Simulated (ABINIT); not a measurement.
# Zr: band structure with PBEsol

Zr:

```
CELL_PARAMETERS angstrom
3.23200 0.00000 0.00000
-1.61600 2.79899 0.00000
0.00000 0.00000 5.14700
ATOMIC_POSITIONS crystal
Zr 0.66667 0.33333 0.75000
Zr 0.33333 0.66667 0.25000
```

```yaml
Program: ABINIT 10.8.3 (patched build)
Task: band structure
Functional: PBEsol
Potentials_or_basis: JTH PAW PBE v2.0
Cutoff: 463 eV
k_mesh: 9 × 9 × 5
Occupations: fermi-dirac, width 0.05 eV
Spin: no spin polarisation
Fine-grid_cutoff: 925.187 eV
Exchange_and_correlation_inside_the_PAW_spheres: full angular mesh (pawxcdev 0, this build's default; the released program takes 1)
```

```json
{"Pressure": "-3.3 GPa", "Band gap on the k mesh": "none (metal or under the smearing width)", "Valence electrons inside the program's atomic spheres": "Zr 9.01 (radii [1.1749] Å)"}
```

Stress tensor (GPa, compression positive):
```
-3.59  0.00  0.00
 0.00 -3.59  0.00
 0.00  0.00 -2.76
```

Levels at the corners of the path, in eV from the Fermi level:
```tsv
point	band 9	band 10	band 11	band 12	band 13	band 14	band 15	band 16
Γ	-5.68	-3.05	0.85	0.85	1.00	1.17	1.54	1.54
M	-2.58	-2.53	-2.16	-0.22	0.51	0.77	1.45	4.90
K	-2.12	-1.37	-1.37	-1.15	0.25	0.25	1.79	4.32
Γ	-5.68	-3.05	0.85	0.85	1.00	1.17	1.54	1.54
A	-3.97	-3.97	0.03	0.03	0.75	0.75	0.75	0.75
L	-2.89	-2.89	-1.07	-1.07	1.62	1.62	2.19	2.19
H	-1.47	-1.47	-1.29	-1.29	-0.03	-0.03	2.02	2.02
A	-3.97	-3.97	0.03	0.03	0.75	0.75	0.75	0.75
```

Run time: 78 s on 1 thread of Arm Neoverse N1, on a shared host, peak memory 0.13 GiB.

Caveat: the PAW data sets were made with another functional, which shifts forces and pressure a little.
